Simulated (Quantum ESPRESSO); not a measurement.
# TaN (F-43m) in Quantum ESPRESSO: reference runs, part 2 of 2

Quantum ESPRESSO 7.5. Earlier steps stand in the parts before.

### 3 Single point, PBE (atoms moved at random, drawn with an rms of 0.05 Å)

Contents of pw.in:

```
&CONTROL
  calculation = 'scf'
  prefix = 'pwscf'
  outdir = './tmp'
  pseudo_dir = './pseudo'
  tprnfor = .true.
  tstress = .true.
  disk_io = 'nowf'
/
&SYSTEM
  ibrav = 0
  nat = 2
  ntyp = 2
  ecutwfc = 60
  ecutrho = 480
  nbnd = 15
  occupations = 'smearing'
  smearing = 'fd'
  degauss = 0.00367493
/
&ELECTRONS
  conv_thr = 4d-10
  electron_maxstep = 120
  mixing_beta = 0.5
/
ATOMIC_SPECIES
Ta   180.9479 Ta_pbe_v1.uspp.F.UPF
N     14.0070 N.pbe-n-radius_5.UPF
CELL_PARAMETERS angstrom
   0.0000000000    2.4911437700    2.4911437700
   2.4911437700    0.0000000000    2.4911437700
   2.4911437700    2.4911437700    0.0000000000
ATOMIC_POSITIONS crystal
Ta     0.0029840000   -0.0003780000    0.0017680000
N      0.2411450000    0.2403560000    0.2693490000
K_POINTS automatic
9 9 9 0 0 0
```

Potentials or basis: SSSP 1.3 efficiency PBE.

On the command line:

```sh
$ OMP_NUM_THREADS=1 pw.x -in pw.in > pw.out
```

pw.out:

```text
This program is part of the open-source Quantum ESPRESSO suite
     for quantum simulation of materials; please cite
[... 6 lines left out ...]
     --------------------
     sticks:   dense  smooth     PW     G-vecs:    dense   smooth      PW
     Sum        1483     745    223                37117    13107    2229

     Using Slab Decomposition

     bravais-lattice index     =            0
     lattice parameter (alat)  =       6.6575  a.u.
     unit-cell volume          =     208.6522 (a.u.)^3
     number of atoms/cell      =            2
     number of atomic types    =            2
     number of electrons       =        18.00
     number of Kohn-Sham states=           15
     kinetic-energy cutoff     =      60.0000  Ry
     charge density cutoff     =     480.0000  Ry
     scf convergence threshold =      4.0E-10
     mixing beta               =       0.5000
     number of iterations used =            8  plain     mixing
     Exchange-correlation= PBE
                           (   1   4   3   4   0   0   0)

     celldm(1)=   6.657523  celldm(2)=   0.000000  celldm(3)=   0.000000
     celldm(4)=   0.000000  celldm(5)=   0.000000  celldm(6)=   0.000000

     crystal axes: (cart. coord. in units of alat)
               a(1) = (   0.000000   0.707107   0.707107 )
               a(2) = (   0.707107   0.000000   0.707107 )
               a(3) = (   0.707107   0.707107   0.000000 )

     reciprocal axes: (cart. coord. in units 2 pi/alat)
               b(1) = ( -0.707107  0.707107  0.707107 )
               b(2) = (  0.707107 -0.707107  0.707107 )
               b(3) = (  0.707107  0.707107 -0.707107 )

     PseudoPot. # 1 for Ta read from file:
     Ta_pbe_v1.uspp.F.UPF
     Pseudo is Ultrasoft + core correction, Zval = 13.0
     Generated by new atomic code, or converted to UPF format
     Using radial grid of  921 points,  7 beta functions with:
                l(1) =   0
                l(2) =   0
                l(3) =   1
                l(4) =   1
                l(5) =   2
                l(6) =   2
                l(7) =   3
     Q(r) pseudized with  6 coefficients,  rinner =    1.300   1.300   1.300
                                                       1.300   1.300   1.300
                                                       1.300

     PseudoPot. # 2 for N  read from file:
     N.pbe-n-radius_5.UPF
     Pseudo is Ultrasoft + core correction, Zval =  5.0
     Generated using "atomic" code by A. Dal Corso  v.5.1
     Using radial grid of 1085 points,  4 beta functions with:
                l(1) =   0
                l(2) =   0
                l(3) =   1
                l(4) =   1
     Q(r) pseudized with 0 coefficients

     atomic species   valence    mass     pseudopotential
     Ta               13.00   180.94790     Ta( 1.00)
     N                 5.00    14.00700     N ( 1.00)

     No symmetry found

   Cartesian axes

     site n.     atom                  positions (alat units)
         1        Ta     tau(   1) = (   0.0009829   0.0033602   0.0018427  )
         2        N      tau(   2) = (   0.3604159   0.3609738   0.3404726  )

     number of k points=   365  Fermi-Dirac smearing, width (Ry)=  0.0037

     Number of k-points >= 100: set verbosity='high' to print them.

     Dense  grid:    37117 G-vectors     FFT dimensions: (  48,  48,  48)

     Smooth grid:    13107 G-vectors     FFT dimensions: (  36,  36,  36)

     Initial potential from superposition of free atoms

     starting charge      17.9989, renormalised to      18.0000

     negative rho (up, down):  9.492E-02 0.000E+00
     Starting wfcs are   17 randomized atomic wfcs

     Self-consistent Calculation

     iteration #  1     ecut=    60.00 Ry     beta= 0.50
     Davidson diagonalization with overlap
     ethr =  1.00E-02,  avg # of iterations =  3.1

     negative rho (up, down):  9.727E-02 0.000E+00

     total energy              =    -161.83702692 Ry
     estimated scf accuracy    <       0.74252509 Ry

     iteration #  2     ecut=    60.00 Ry     beta= 0.50
     Davidson diagonalization with overlap
     ethr =  4.13E-03,  avg # of iterations =  2.0

     negative rho (up, down):  9.819E-02 0.000E+00

     total energy              =    -162.03268270 Ry
     estimated scf accuracy    <       0.68040013 Ry

     iteration #  3     ecut=    60.00 Ry     beta= 0.50
     Davidson diagonalization with overlap
     ethr =  3.78E-03,  avg # of iterations =  1.1

     negative rho (up, down):  9.950E-02 0.000E+00

     total energy              =    -162.14551206 Ry
     estimated scf accuracy    <       0.00529028 Ry

     iteration #  4     ecut=    60.00 Ry     beta= 0.50
     Davidson diagonalization with overlap
     ethr =  2.94E-05,  avg # of iterations =  3.9
[... 37 lines left out ...]
     negative rho (up, down):  1.002E-01 0.000E+00

     total energy              =    -162.14759268 Ry
     estimated scf accuracy    <       0.00000002 Ry

     iteration #  9     ecut=    60.00 Ry     beta= 0.50
     Davidson diagonalization with overlap
     ethr =  9.99E-11,  avg # of iterations =  2.1

     negative rho (up, down):  1.002E-01 0.000E+00

     total energy              =    -162.14759269 Ry
     estimated scf accuracy    <          4.3E-09 Ry

     iteration # 10     ecut=    60.00 Ry     beta= 0.50
     Davidson diagonalization with overlap
     ethr =  2.40E-11,  avg # of iterations =  1.9

     negative rho (up, down):  1.002E-01 0.000E+00

     End of self-consistent calculation

     Number of k-points >= 100: set verbosity='high' to print the bands.

     the Fermi energy is    13.8992 ev

!    total energy              =    -162.14759269 Ry
     estimated scf accuracy    <          3.3E-10 Ry
     smearing contrib. (-TS)   =      -0.00102770 Ry
     internal energy E=F+TS    =    -162.14656498 Ry

     The total energy is F=E-TS. E is the sum of the following terms:
     one-electron contribution =     -32.70111726 Ry
     hartree contribution      =      23.52621826 Ry
     xc contribution           =     -47.44388172 Ry
     ewald contribution        =    -105.52778427 Ry

     convergence has been achieved in  10 iterations

     negative rho (up, down):  1.002E-01 0.000E+00

     Forces acting on atoms (cartesian axes, Ry/au):

     atom    1 type  1   force =     0.00349960    0.00364182   -0.00549049
     atom    2 type  2   force =    -0.00349960   -0.00364182    0.00549049

     Total force =     0.010550     Total SCF correction =     0.000005

     Computing stress (Cartesian axis) and pressure

     negative rho (up, down):  1.002E-01 0.000E+00
          total   stress  (Ry/bohr**3)                   (kbar)     P=     -254.57
  -0.00173507   0.00006890  -0.00003292         -255.24       10.14       -4.84
   0.00006890  -0.00173663  -0.00003567           10.14     -255.47       -5.25
  -0.00003292  -0.00003567  -0.00171984           -4.84       -5.25     -253.00

=------------------------------------------------------------------------------=
   JOB DONE.
=------------------------------------------------------------------------------=
```

It took 3 min on 1 thread of Arm Neoverse V1, shared host; peak memory 0.4 GiB.

What came out:

* Free energy: -2206.1304 eV
* Pressure: -25.5 GPa
* Largest force: 0.192 eV/Å
* Band gap on the k mesh: none (metal or under the smearing width)

Forces on the atoms (eV/Å):
```
Ta   0.090  0.094 -0.141
N   -0.090 -0.094  0.141
```

Stress tensor (GPa, compression positive):
```
-25.52   1.01  -0.48
  1.01 -25.55  -0.52
 -0.48  -0.52 -25.30
```

Levels at points of the mesh, in eV from the Fermi level:
```tsv
k point	band 7	band 8	band 9	band 10	band 11	band 12
(0.00, 0.00, 0.00)	-6.06	-5.97	-1.33	0.39	0.39	4.60
```

The run has no spin-orbit coupling, so splittings on Ta are missing.
